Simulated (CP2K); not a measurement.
The system is Te2Pt (Moncheite).

```
CELL_PARAMETERS angstrom
4.01000 0.00000 0.00000
-2.00500 3.47276 0.00000
0.00000 0.00000 5.20100
ATOMIC_POSITIONS crystal
Pt 0.00000 0.00000 0.00000
Te 0.66667 0.33333 0.75000
Te 0.33333 0.66667 0.25000
```

Base run:

| Property | Result |
| --- | --- |
| Program | CP2K 2026.2 |
| Functional | PBEsol |
| Potentials or basis | POTENTIAL_UZH Pt GTH-PBE-q18, Te GTH-PBE-q6; TZVP-MOLOPT-PBE-GTH basis |
| Density cutoff | 6123 eV |
| k mesh | 8 × 8 × 5 |
| Occupations | fermi-dirac, width 0.05 eV |
| Spin | no spin polarisation |

Its results: band gap on the k mesh none (metal or under the smearing width); pressure 7.8 GPa; largest force 1.138 eV/Å.

The run is repeated on the same cell with these changes: functional from PBEsol to PBE; ngrids from 4 to 5. What comes out?

Band gap on the k mesh none (metal or under the smearing width); pressure 11.0 GPa; largest force 1.261 eV/Å.

Caveats: spin-orbit coupling is left out, which moves the levels of the heavy elements; the basis of atomic orbitals isn't converged, which shifts pressures, moduli and gaps; the potentials were made for another functional, which shifts forces and pressure (some runs); forces of over 1 eV/Å show positions far from the minimum, so gaps and moduli don't describe the material at rest (some runs).
